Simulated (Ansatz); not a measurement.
**2H-WS2 bilayer (2H stacking) in a perpendicular field**

What dipole does a perpendicular field induce in the 2H-WS2 bilayer (2H stacking), and does the gap follow? A positive field points along +c.

Main program and level: Ansatz 0.2.0; plane-wave DFT, r2SCAN-D4, Ansatz PAW, in the first sound run; inputs show where later runs differ.

## 1. Set-up

The cell holds 6 atoms: 4 S and 2 W. Its edges and angles: a = 3.180 Å, b = 3.180 Å, c = 27.951 Å, α = 90.0°, β = 90.0°, γ = 120.0°. Regions: layer 1: 2H-WS2, 3 atoms (2 S and 1 W); layer 2: 2H-WS2, 3 atoms (2 S and 1 W). Vacuum lies along c.

## 2. Relaxation

The starting cell is a guess, so the in-plane lattice and the atoms are relaxed first, with the slab cut off from its images along the normal. The program lengthens the vector along the normal by itself, so c and the volume that it reports differ from the typed ones.

input.yaml reads:

```yaml
crystal:
  lattice:
    - [3.18, 0.0, 0.0]
    - [-1.59, 2.753960784, 0.0]
    - [0.0, 0.0, 27.9512404648]
  atoms:
    - { symbol: S, position: [0.3333333333, 0.6666666667, 0.3219892874] }
    - { symbol: W, position: [0.0, 0.0, 0.3841622031] }
    - { symbol: S, position: [0.3333333333, 0.6666666667, 0.4463351188] }
    - { symbol: S, position: [0.0, 0.0, 0.5536648812] }
    - { symbol: W, position: [0.3333333333, 0.6666666667, 0.6158377969] }
    - { symbol: S, position: [0.0, 0.0, 0.6780107126] }
  periodic: [true, true, false]
kpoints:
  mp_grid: { grid: [12, 12, 1] }
hamiltonian:
  xc: r2scan
  dispersion: d4
scf:
  occupations: { method: fermi_dirac, width: 0.05 }
  convergence: { dr2_threshold: 1.0e-09 }
relax:
  f_tol: 0.004
  max_steps: 90
  cell: {}
output:
  write_potential: true
  write_density: true
  volumetric_format: npy
```

The run is started by

```bash
> ansatz run input.yaml --threads 4 --pin off --max-ram 6144MiB --backend cpu --events-out ev --progress --plain --runs-dir out
```

Numbers of over 12 decimals in the logs are rounded to 6 here.

What it wrote:

```text
Warning: crystal.periodic: the lattice vector that does not repeat stood 0.000° off the slab's normal, 27.951 Å along it as the deck builds it. The run solves the slab on a vector along the normal, 43.702 Å long, with every atom where it was (on the deck's vector they left 18.00 Å outside them, and the widest stretch free of ions among them is 3.00 Å). A fractional position that the run reports is one of the run's ce [...]
Warning: relax.cell: scf.convergence.dr2_threshold = 1e-9 eV is looser than the 1.50734076403e-10 eV advised for a relaxation that steers and ends on the stress (1e-10 eV for each atom of the cell: 6, times the square of relax.cell.stress_2d_tol = 0.05 N/m over 20.0 Å (the atoms' height at the walk's start and 5 Å past either face), 2.506e-2 GPa, over a crystal's default 0.05). What an SCF threshold leaves in a stress goes as its square root, and in the free energy as the threshold itself, and one threshold admits the most on a small cell: [figures from the program's tests cut] Set scf.convergence.dr2_threshold to 1.50734076403e-10 eV or tighter. [rest of the remark cut]
crystal.periodic: the lattice vector that does not repeat stood 0.000° off the slab's normal, 27.951 Å along it as the deck builds it. The run solves the slab on a vector along the normal, 43.702 Å long, with every atom where it was (on the deck's vector they left 18.00 Å outside them, and the widest stretch free of ions among them is 3.00 Å). A fractional position that the run reports is one of the run's cell, which [...]
Engine: ansatz 0.2.0, aarch64-unknown-linux-gnu
Pseudopotentials: kind: paw
Pseudopotential: S, paw, valence charge 6, recommended cutoff 500 eV (meta_gga), S.paw.azcp
Pseudopotential: W, paw, valence charge 14, recommended cutoff 500 eV (meta_gga), W.paw.azcp
Functional definition: r2SCAN
  parameter k0 = 0.174
  parameter k1 = 0.065
  parameter a1 = 4.9479
  exchange = r2scan_x(k0 = k0, k1 = k1, a1 = a1)
  correlation = r2scan_c
Crystal: 6 atoms, lattice volume = 382.729 Å³
Basis set: ecut = 500 eV, 9681 PW (Γ), exchange–correlation on 96×96×1280 points (64 copies of the dense FFT grid, shifted against one another)
Bands: 32, of which v1, the nominal top of the filled ones, is band 26 counted from 1 (25 counted from 0)
Symmetry: 12 space group operations
Space group: P-3m1 (ITA 164), of the structure as read, at distance tolerance 7.3e-5 Å
k-points: 19 of 144
Non-local potential: S, projectors of the file, l = 0: 2, l = 1: 2, l = 2: 2
Non-local potential: W, projectors of the file, l = 0: 3, l = 1: 2, l = 2: 2, l = 3: 1
PAW form: soft (Blöchl's): semilocal exchange-correlation on the pseudo side does not see the compensation charge
PAW frozen core: S, regenerated for the run's functional (the file was generated under x = pbe(κ = 0.804, μ = 0.219515), c = pbe(β = 0.066725))
PAW frozen core: W, regenerated for the run's functional (the file was generated under x = pbe(κ = 0.804, μ = 0.219515), c = pbe(β = 0.066725))
PAW one-centre angular grid: S, 302 points (default); XC on 160 Gauss nodes
PAW one-centre angular grid: W, 590 points (default); XC on 160 Gauss nodes
Initial density: superposition of atomic densities (neutral atoms: chi_scale 0, normalization atom), corrected by the library's trained network
Initial wavefunctions: pseudopotential atomic-orbital guess
Functional: x = r2scan, c = r2scan; τ floored in thin density (d = 2e-4 eV/Å³)
SCF iter   1: F=—  HF=-24422.739214 eV  |F-HF|=—  |Δ(HF+E_count)|=         —  Δρ=3.94e-3  dr2=7.79e-2  dr2_τ=1.07e-1  ethr=1.77e-3  ⟨swp⟩=12.2  Hψ=4430  notcnv=0
preconditioner: auto → Resta (q_TF=auto, 1.956 Å⁻¹)  ε∞=3.0  [insulator: Δε(μ)=1.267 eV  Ē_g=8.108 eV  σ=0.050 eV  W_gap=1.00  n_scr=26 (ndim 8)  ℏωp=11.4 eV  f_vac=0.688  D(μ)=0.00/eV (n_scr^D=0)  ε∞_Penn≈3.0  vacuum switching on, ρ_ref=4.8e-3 e/Å³]
SCF iter   2: F=—  HF=-24422.866366 eV  |F-HF|=—  |Δ(HF+E_count)|=   1.27e-1  Δρ=2.85e-3  dr2=1.08e-1  dr2_τ=2.38e-3  ethr=1.50e-4  ⟨swp⟩=4.2  Hψ=1710  notcnv=0  defer=19
SCF iter   3: F=—  HF=-24422.862885 eV  |F-HF|=—  |Δ(HF+E_count)|=   3.48e-3  Δρ=1.81e-3  dr2=1.19e-2  dr2_τ=5.38e-4  ethr=1.50e-4  ⟨swp⟩=3.1  Hψ=908  notcnv=0  defer=19
SCF iter   4: F=—  HF=-24422.870751 eV  |F-HF|=—  |Δ(HF+E_count)|=   7.87e-3  Δρ=7.70e-4  dr2=5.86e-3  dr2_τ=4.12e-4  ethr=2.28e-5  ⟨swp⟩=3.1  Hψ=1301  notcnv=0  defer=19
SCF iter   5: F=—  HF=-24422.870183 eV  |F-HF|=—  |Δ(HF+E_count)|=   5.67e-4  Δρ=1.64e-4  dr2=3.44e-4  dr2_τ=2.24e-5  ethr=1.13e-5  ⟨swp⟩=2.9  Hψ=1006  notcnv=0  defer=19
SCF iter   6: F=—  HF=-24422.870227 eV  |F-HF|=—  |Δ(HF+E_count)|=   4.40e-5  Δρ=6.25e-5  dr2=1.16e-5  dr2_τ=1.37e-6  ethr=6.62e-7  ⟨swp⟩=3.4  Hψ=1323  notcnv=0  defer=19
SCF iter   7: F=—  HF=-24422.870251 eV  |F-HF|=—  |Δ(HF+E_count)|=   2.36e-5  Δρ=1.77e-5  dr2=1.42e-6  dr2_τ=2.90e-7  ethr=2.23e-8  ⟨swp⟩=3.6  Hψ=1518  notcnv=0  defer=19
SCF iter   8: F=—  HF=-24422.870355 eV  |F-HF|=—  |Δ(HF+E_count)|=   1.04e-4  Δρ=5.07e-6  dr2=1.25e-7  dr2_τ=1.28e-8  ethr=2.73e-9  ⟨swp⟩=3.1  Hψ=1352  notcnv=0  defer=18
SCF iter   9: F=—  HF=-24422.870355 eV  |F-HF|=—  |Δ(HF+E_count)|=   2.58e-7  Δρ=1.68e-6  dr2=1.73e-8  dr2_τ=5.60e-9  ethr=2.40e-10  ⟨swp⟩=3.3  Hψ=1430  notcnv=0  defer=18
SCF iter  10: F=—  HF=-24422.870355 eV  |F-HF|=—  |Δ(HF+E_count)|=   6.63e-9  Δρ=5.14e-7  dr2=3.49e-9  dr2_τ=7.85e-11  ethr=3.33e-11  ⟨swp⟩=3.5  Hψ=1401  notcnv=0  defer=18
SCF iter  11: F=-24422.870355 eV  HF=-24422.870355 eV  |F-HF|=3.57e-10  |Δ(HF+E_count)|=   1.12e-9  Δρ=9.52e-8  dr2=9.52e-11  dr2_τ=8.19e-12  ethr=1.92e-12  ⟨swp⟩=13.1  Hψ=5341  notcnv=0
SCF 1 converged in 11 iterations: F = -24422.870355 eV  dr2 = 9.52e-11
  greatest PAW one-centre occupation: 0.999 electrons in one spin orbital (limit 2), on the W atom at site 4 (counted from 0), in its partial waves of l = 0
relax step   1: F+E_penalty+E_count = -24422.87035479 eV  Δ(F+E_penalty+E_count) = +0.000e0 eV  max|allowed force component| = 2.988e0 eV/Å  Δτ_max = 0.0000 Å  P = -11.817 N/m  Ω = 382.729 Å³  fix = [c, alpha, beta]  reactions: c -0.000 N/m  (11 SCF iters, accepted)
Crystal: 6 atoms, lattice volume = 380.415 Å³
Basis set: ecut = 500 eV, 9621 PW (Γ), exchange–correlation on 96×96×1280 points (64 copies of the dense FFT grid, shifted against one another)
Initial density: handed on by an earlier stage of this run
Initial wavefunctions: those handed on with the density
iter 1 solved again at ethr=1.10e-3 eV; its pass at ethr=3.10e-3 eV (dr2=5.73e-1 eV) is discarded
[...]
SCF iter   9: F=—  HF=-24424.028532 eV  |F-HF|=—  |Δ(HF+E_count)|=   9.71e-5  Δρ=5.89e-6  dr2=2.02e-7  dr2_τ=1.73e-8  ethr=1.92e-9  ⟨swp⟩=3.3  Hψ=1282  notcnv=0  defer=11
SCF iter  10: F=—  HF=-24424.028532 eV  |F-HF|=—  |Δ(HF+E_count)|=   2.98e-8  Δρ=7.84e-7  dr2=4.12e-9  dr2_τ=2.23e-10  ethr=3.88e-10  ⟨swp⟩=3.2  Hψ=1288  notcnv=0  defer=11
SCF iter  11: F=-24424.028532 eV  HF=-24424.028532 eV  |F-HF|=5.64e-10  |Δ(HF+E_count)|=   4.49e-9  Δρ=1.56e-7  dr2=2.80e-10  dr2_τ=1.49e-11  ethr=1.92e-12  ⟨swp⟩=15.2  Hψ=6155  notcnv=0
SCF 3 converged in 11 iterations: F = -24424.028532 eV  dr2 = 2.80e-10
relax step   3: F+E_penalty+E_count = -24424.02853211 eV  Δ(F+E_penalty+E_count) = -1.691e-2 eV  max|allowed force component| = 1.136e-1 eV/Å  Δτ_max = 0.1624 Å  P = -0.303 N/m  Ω = 380.866 Å³  energy of the carried Pulay correction = +1.486e-4 eV  fix = [c, alpha, beta]  reactions: c -0.000 N/m  (11 SCF iters, accepted)
[...]
relax step   4: F+E_penalty+E_count = -24424.03074666 eV  Δ(F+E_penalty+E_count) = -2.215e-3 eV  max|allowed force component| = 2.928e-2 eV/Å  Δτ_max = 0.0330 Å  P = +0.099 N/m  Ω = 380.460 Å³  energy of the carried Pulay correction = +1.811e-4 eV  fix = [c, alpha, beta]  reactions: c +0.000 N/m  (11 SCF iters, accepted)
[...]
relax step   5: F+E_penalty+E_count = -24424.03096048 eV  Δ(F+E_penalty+E_count) = -2.138e-4 eV  max|allowed force component| = 4.812e-3 eV/Å  Δτ_max = 0.0112 Å  P = -0.018 N/m  Ω = 380.893 Å³  energy of the carried Pulay correction = +1.464e-4 eV  fix = [c, alpha, beta]  reactions: c -0.000 N/m  (9 SCF iters, accepted)
[...]
relax step   6: F+E_penalty+E_count = -24424.03097842 eV  Δ(F+E_penalty+E_count) = -1.794e-5 eV  max|allowed force component| = 2.978e-3 eV/Å  Δτ_max = 0.0045 Å  P = -0.029 N/m  Ω = 380.849 Å³  energy of the carried Pulay correction = +1.499e-4 eV  fix = [c, alpha, beta]  reactions: c -0.000 N/m  (10 SCF iters, accepted)
Initial wavefunctions: pseudopotential atomic-orbital guess (no wavefunctions were taken with the density)
iter 1 solved again at ethr=9.83e-8 eV; its pass at ethr=3.10e-3 eV (dr2=5.11e-5 eV) is discarded
SCF iter   1: F=—  HF=-24424.030731 eV  |F-HF|=—  |Δ(HF+E_count)|=         —  Δρ=5.88e-6  dr2=1.60e-8  dr2_τ=1.74e-7  ethr=9.83e-8  ⟨swp⟩=6.8  Hψ=8013  notcnv=0
eigensolver tolerance schedule: the retry pair's looser diagonalisation over-reported the residual by 3199.13 of it (diagonalisation noise at 0.11 of the residual, at the tolerance the schedule requests for it); recorded, not acted on — ethr = c·dr2/N_el stays at c = 1.0e-1
preconditioner: auto → Resta (q_TF=auto, 1.958 Å⁻¹)  ε∞=2.7  [insulator: Δε(μ)=1.537 eV  Ē_g=8.863 eV  σ=0.050 eV  W_gap=1.00  n_scr=26 (ndim 8)  ℏωp=11.4 eV  f_vac=0.701  D(μ)=0.00/eV (n_scr^D=0)  ε∞_Penn≈2.7  vacuum switching on, ρ_ref=5.7e-3 e/Å³]
SCF iter   2: F=—  HF=-24424.030825 eV  |F-HF|=—  |Δ(HF+E_count)|=   9.38e-5  Δρ=2.96e-6  dr2=6.44e-9  dr2_τ=5.33e-9  ethr=3.07e-11  ⟨swp⟩=6.3  Hψ=2569  notcnv=0
SCF iter   3: F=—  HF=-24424.030825 eV  |F-HF|=—  |Δ(HF+E_count)|=   6.86e-9  Δρ=1.25e-6  dr2=2.78e-9  dr2_τ=1.24e-9  ethr=1.24e-11  ⟨swp⟩=3.4  Hψ=1223  notcnv=0
SCF iter   4: F=-24424.030825 eV  HF=-24424.030825 eV  |F-HF|=2.26e-10  |Δ(HF+E_count)|=   1.17e-9  Δρ=2.01e-7  dr2=2.16e-10  dr2_τ=4.05e-11  ethr=1.92e-12  ⟨swp⟩=14.5  Hψ=6350  notcnv=0
SCF 7 converged in 4 iterations: F = -24424.030825 eV  dr2 = 2.16e-10
relax step   7: F+E_penalty+E_count = -24424.03082467 eV  Δ(F+E_penalty+E_count) = +1.538e-4 eV  max|allowed force component| = 2.987e-3 eV/Å  Δτ_max = 0.0000 Å  P = -0.031 N/m  Ω = 380.849 Å³  fix = [c, alpha, beta]  reactions: c -0.000 N/m  stress off target by 3.10e-2 N/m on what of the cell is left free  SCF on the basis re-selected at this cell (its energy is not comparable with the rows above)  (4 SCF iters)
basis re-selected at this cell: Δ(F+E_penalty+E_count) = +1.538e-4 eV, ΔP = -0.002 N/m vs the last step (what re-selecting the basis moved, of the pressure what is left beyond the Pulay correction that the steps carried, after the strain that the cell walked since its last selection, with what the two solves' SCF thresholds leave and, on support functions, any second-order correction that the steps lacked; it is no m [...]
WARN: The output density's exchange-correlation potential varies sharply where the density is thin. Do not read a vacuum level from v_tot or v_xc, or from such a field of the output density. On a cell that repeats whose density bears no net charge and no dipole along the vacuum's axis use v_es (v_loc + v_h of the components); under efield.dipole_correction with no amplitude use v_es + v_field, which holds any externa [...]
SCF converged after 4 iterations
Free energy (F): -24424.030825 eV
Harris-Foulkes:  -24424.030825 eV  (|F-HF|=2.26e-10)
Internal energy: -24424.030825 eV  (E = F + TS)
E sigma→0 (E₀):  -24424.030825 eV
Entropy (-TS):   -0.000000 eV (-0.000 meV/atom)
Fermi energy:    -4.779005 eV
--- Per-component energies (eV) ---
  E_band       = -1289.293798
  E_kinetic    = 1333.698267
  E_local      = -201658.573047  (includes V_loc(G=0)·N_el)
  E_nonlocal   = 115.502117
  E_hartree    = 100031.409894
  E_xc         = -866.736203
  E_vxc        = -900.311165  (∫ρ·V_xc dr)
  E_paw        = -19624.420430  (= ΣΔE_a)
  E_vpaw       = -287.201741  (= ΣTr[D̂ρ^β])
  E_aug_tail   = -0.000095  (compensation charges beyond the density's cutoff)
  E_vtau       = 44.769482  (kinetic-family band-sum trace: ∫τ·v_τ [+ j·A + Jᵃ·Aᵃ] dr)
  E_ewald      = 96247.476839
  E_disp       = -0.773200  (pairwise vdW)
  E_core_change = -1.614965  (= ΣΔE_core)
  E_smearing   = -0.000000  (= −TS)
  E_closure    = 0.000000  (closes the sum)
  Σ components = -24424.030825   (vs F -24424.030825, Δ=0.00e0)
--- Forces (eV/Å), atoms counted from 1 ---
  atom   1  S      0.00000000     0.00000000     0.00298665
  atom   2  W      0.00000000     0.00000000    -0.00074090
  atom   3  S      0.00000000    -0.00000000    -0.00226569
  atom   4  S      0.00000000     0.00000000     0.00226569
  atom   5  W     -0.00000000    -0.00000000     0.00074090
  atom   6  S     -0.00000000     0.00000000    -0.00298665
  max |Σ_I F_I| component: 9.25e-18 eV/Å
--- 2D stress c σ (N/m, compression-positive) ---
       -0.030997       0.000000      -0.000000
       -0.000000      -0.030997       0.000000
       -0.000000       0.000000      -0.000000
  P = ½ c Tr σ = -0.0310 N/m
--- Band table (eV; the first three rows and the last of 19) ---
  k-point 0: bands = [... 22 lower, -7.6687, -7.6629, -6.1243, -5.5111, -2.8222, -2.8222, -2.8147, -2.8147, ... 2 higher]
  k-point 1: bands = [... 22 lower, -7.5725, -7.2431, -6.1588, -5.6619, -2.9396, -2.9005, -2.9000, -2.8439, ... 2 higher]
  k-point 2: bands = [... 22 lower, -7.5939, -7.2062, -6.3609, -6.1453, -3.4365, -3.1503, -3.0566, -2.9631, ... 2 higher]
  k-point 18: bands = [... 22 lower, -8.4209, -8.4209, -5.9811, -5.9001, -3.9743, -3.9743, -2.6242, -2.0849, ... 2 higher]
  the weakly bound empty levels are not read free of the cell's end (no_gap_told)
--- Relaxed structure (6 steps of the walk, 6 accepted, 1 SCFs on fresh bases) ---
  F+E_penalty+E_count = -24424.03082467 eV   max|allowed force component| = 2.987e-3 eV/Å   (the final SCF, on the basis selected at the relaxed cell)
  cell:  # Å, volume = 380.8495 Å³
    - [3.172184, 0, 0]
    - [-1.586092, 2.747192, 0]
    - [0, 0, 43.702481]
  atoms:
    - { symbol: S, position: [0.333333, 0.666667, 0.212204] }
    - { symbol: W, position: [-4.513169618890642e-17, -2.7755575615628914e-17, 0.247920] }
    - { symbol: S, position: [0.333333, 0.666667, 0.283631] }
    - { symbol: S, position: [-4.532541776132798e-17, -2.7755575615628914e-17, 0.355949] }
    - { symbol: W, position: [0.333333, 0.666667, 0.391661] }
    - { symbol: S, position: [-4.944607246360286e-17, -2.7755575615628914e-17, 0.427376] }
```

Wall time 87 s (4 threads of Arm Neoverse V1, shared host); peak memory 1.5 GiB; 5.7 min of CPU time.

The steps of the relaxation:

```csv
step,energy less that of the first step (eV),largest force component (eV/Å),volume (Å³)
1,0.0000,2.9882,382.73
2,-1.1413,0.3947,380.41
3,-1.1582,0.1136,380.87
4,-1.1604,0.0293,380.46
5,-1.1606,0.0048,380.89
6,-1.1606,0.0030,380.85
7*,-1.1605,0.0030,380.85
```

Relaxation steps marked * repeat the geometry before them on a plane-wave basis chosen anew for their cell, so energy and pressure can jump there.

The run keeps the 12 symmetry operations that it works with, so distortions that break them were not tested.

```csv
cell as run,before,after,change
a (Å),3.180,3.172,-0.2 %
b (Å),3.180,3.172,-0.2 %
```

The atoms that moved most (Å, along periodic axes as changes of fractional coordinates times the final cell, across vacuum about the mean position):

```csv
atom,dx,dy,dz,length
S1,0.000,0.000,0.274,0.274
S6,0.000,0.000,-0.274,0.274
W5,0.000,0.000,-0.097,0.097
W2,0.000,0.000,0.097,0.097
S4,0.000,0.000,0.080,0.080
S3,0.000,0.000,-0.080,0.080
```

The relaxed structure:

```xyz
6
Lattice="3.1722 0.0000 0.0000 -1.5861 2.7472 0.0000 0.0000 0.0000 43.7025" Properties=species:S:1:pos:R:3
S     0.0000    1.8315    9.2738
W     0.0000    0.0000   10.8347
S     0.0000    1.8315   12.3954
S     0.0000    0.0000   15.5559
W     0.0000    1.8315   17.1165
S     0.0000    0.0000   18.6774
```

The lattice constant a goes from 3.180 to 3.172 Å.

[end of part 1 of 4]

[Logs are printed without paths, hosts, clocks, repeated set-up lines and the standing remarks that a program may print on its own settings, such as how far it seeks lower states.]

[Hosts, paths, dates, database ids (printed as entryN), source tags and the programs' standing remarks are cut or masked in the printed files.]

[Maps of the electrostatic potential energy from Ansatz leave out the sawtooth potential of an applied field or a dipole correction, so their vacuum need not be flat; planar profiles and work functions include it.]
